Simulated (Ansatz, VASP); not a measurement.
## Two plane-wave programs on SnTe

```
CELL_PARAMETERS angstrom
0.00000 3.14409 3.14409
3.14409 0.00000 3.14409
3.14409 3.14409 0.00000
ATOMIC_POSITIONS crystal
Sn 0.00000 0.00000 0.00000
Te 0.50000 0.50000 0.50000
```

Alike in both runs: functional PBEsol; k mesh 10 × 10 × 10; occupations gaussian, width 0.01 eV; no spin polarisation.

Ansatz relaxed the structure, and its values are those at the end. VASP's run is a single point on that final structure, the one shown.

```csv
,VASP,Ansatz
version,VASP 6.6.1,Ansatz 0.2.0
potentials or method,"VASP PAW PBE potentials, release 64 (Sn_d, Te)","scalar-relativistic, plane waves, PAW"
plane-wave cutoff (eV),520,420
valence electrons in the cell,20,30
```

```csv
,VASP,Ansatz,Ansatz less VASP
gap on the k mesh at the Fermi level (eV),0.16,0.16,-0.001
least direct gap on the mesh (eV),0.16,0.16,-0.001
pressure (GPa),0.0,0.0,+0.02
```

With one functional, cell and mesh, what is left measures potentials, basis and numerics. The two sets of potentials don't hold the same shells in valence.

Caveats: the PAW data sets were made with another functional, which shifts forces and pressure a little (VASP); spin-orbit coupling is left out, which moves the levels of the heavy elements.
